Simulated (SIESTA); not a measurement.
Cu2O (Cuprite):

```
CELL_PARAMETERS angstrom
4.26000 0.00000 0.00000
0.00000 4.26000 0.00000
0.00000 0.00000 4.26000
ATOMIC_POSITIONS crystal
Cu 0.75000 0.25000 0.75000
Cu 0.75000 0.75000 0.25000
Cu 0.25000 0.75000 0.75000
Cu 0.25000 0.25000 0.25000
O 0.50000 0.50000 0.50000
O 0.00000 0.00000 0.00000
```

Program: SIESTA 5.4.2. Alike in all runs: task band structure; no spin polarisation; cell as given; k mesh 6 × 6 × 6; smearing fermi-dirac 0.05 eV; grid cutoff 800 Ry; energy shift 0.002 Ry.

Problem. Order these runs on this cell by their pressure, lowest first.
A. level PW86PBE; potentials or basis PseudoDojo 0.4 standard (PBE files), DZP (energy shift 0.002 Ry)
B. level WC; potentials or basis PseudoDojo 0.4 standard (PBEsol files), DZP (energy shift 0.002 Ry)
C. level vdW-DF; potentials or basis PseudoDojo 0.4 standard (PBE files), DZP (energy shift 0.002 Ry)

Solution. B (-2.0 GPa), A (8.5 GPa), C (10.5 GPa).

Caveats: semicore shells carry a single zeta, which can move pressures by several GPa and volumes by a few percent; the potentials were made for another functional, which shifts forces and pressure; the basis of atomic orbitals isn't converged, which shifts pressures, moduli and gaps.
